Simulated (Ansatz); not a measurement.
The system is SnTe.

```
Te Sn
1.0
     3.90470    0.00000    0.00000
     0.00000    3.90470    0.00000
     0.00000    0.00000    3.90470
Te Sn
1 1
Cartesian
  1.9524 1.9524 1.9524
  0.0000 0.0000 0.0000
```

Measurements of this composition are mostly on another form, of space group No. 225.

Base run:

```yaml
Program: Ansatz 0.2.0
Functional: PBE
Potentials_or_basis: all-electron LAPW, scalar-relativistic
Cutoff: 152 eV (chosen from the basis error)
Basis_error_allowed: 0.001 eV/atom
k_mesh: 7 × 7 × 7
Occupations: fermi-dirac, width 0.05 eV
Spin: no spin polarisation
```

Its results: pressure -1.0 GPa.

Question: The run is repeated on the same cell with these changes: functional from PBE to PBEsol. What comes out?

Answer: Pressure -3.8 GPa.

PBEsol binds more tightly than PBE, so the same cell stands under less pressure.
